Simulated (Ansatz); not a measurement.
# Zone-centre phonons of Hf$_{2}$S: input and output

Computed with DFT PBEsol, scalar-relativistic, plane waves, PAW in Ansatz.

Launched with:
```bash
ansatz run input.yaml --threads 2 --pin off --max-ram 6144MiB --backend cpu --events-out ev --progress --plain --runs-dir out
```

Input (bare energies are in eV):
```yaml
crystal:
  lattice:
    - [3.3402096469, 0.0, 0.0]
    - [-1.6701048235, 2.8927064082, 0.0]
    - [0.0, 0.0, 11.7088666453]
  atoms:
    - { symbol: Hf, position: [0.6666666667, 0.3333333333, 0.8987187409] }
    - { symbol: Hf, position: [0.3333333333, 0.6666666667, 0.3987187409] }
    - { symbol: Hf, position: [0.6666666667, 0.3333333333, 0.6012812591] }
    - { symbol: Hf, position: [0.3333333333, 0.6666666667, 0.1012812591] }
    - { symbol: S, position: [0.0, 0.0, 0.75] }
    - { symbol: S, position: [0.0, 0.0, 0.25] }
basis:
  ecutwfc: 420
kpoints:
  mp_grid: { grid: [12, 12, 4] }
hamiltonian:
  xc: pbesol
scf:
  occupations: { method: fermi_dirac, width: 0.15 }
output:
  eigenvalues: true
phonons:
  method: dfpt
  eigenvectors: true
```

The end of the output:
```
--- Phonons (Γ-DFPT): 4 representative perturbations + reference, on 164 of 576 k-points (Σ response iterations 17) ---
  k mesh reduced under 2 symmetry operations, with k and −k counted as one. Each operation leaves every solved perturbation unchanged. A smaller set is not used because it would not reduce the number of displacements ...
  ASR residual: 4.435e-4 → 0.000e0 eV/Å²; symmetrization residual: 1.776e-5 eV/Å²
  ASR residual per site (eV/Å²): 4.44e-4 4.44e-4 4.44e-4 4.44e-4 1.04e-4 1.04e-4
  Γ frequencies (cm⁻¹): 0.00 0.00 0.00 73.53 73.53 82.44 82.44 109.80 109.80 115.51 132.52 150.53 265.22 265.22 271.82 271.82 321.85 322.44
  non-analytic LO–TO correction: not included (Born effective charges unavailable; polar crystals: no LO–TO splitting at Γ)
```

Time: 7.3 min on 2 threads of Arm Neoverse V2 (shared host), peak memory 3.9 GiB.

In a metal, frequencies and elastic constants depend on the k mesh and the smearing, soft modes and shear constants most. Spin–orbit coupling is left out, which matters for heavy elements. A semilocal functional can close a gap that the real compound has.